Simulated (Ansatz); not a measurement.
Crystal: InSe.

```
In Se
1.0
     2.00000    1.15470    8.44000
    -2.00000    1.15470    8.44000
     0.00000   -2.30940    8.44000
In Se
2 2
Direct
  0.88860 0.88860 0.88860
  0.00000 0.00000 0.00000
  0.17190 0.17190 0.17190
  0.38350 0.38350 0.38350
```

Base run:

- Program: Ansatz 0.2.0
- Functional: PBEsol-PBE
- Potentials or basis: all-electron LAPW, scalar-relativistic
- Cutoff: 273 eV (chosen from the basis error)
- Basis error allowed: 0.001 eV/atom
- k mesh: 8 × 8 × 8
- Occupations: tetrahedron
- Spin: no spin polarisation

Its results: band gap on the k mesh 0.38 eV, direct; pressure -0.3 GPa; largest force 0.296 eV/Å.

**Question.** The run is repeated on the same cell with these changes: functional from PBEsol-PBE to revPBE-LDA; occupations from tetrahedron to fixed. What comes out?

**Answer.** Band gap on the k mesh 0.59 eV, direct; pressure 8.7 GPa; largest force 0.523 eV/Å.

Caveats: spin-orbit coupling is left out, which moves the levels of the heavy elements; with tetrahedron occupations forces and stress needn't match the slope of the energy (some runs).

A k mesh can miss the band edges.
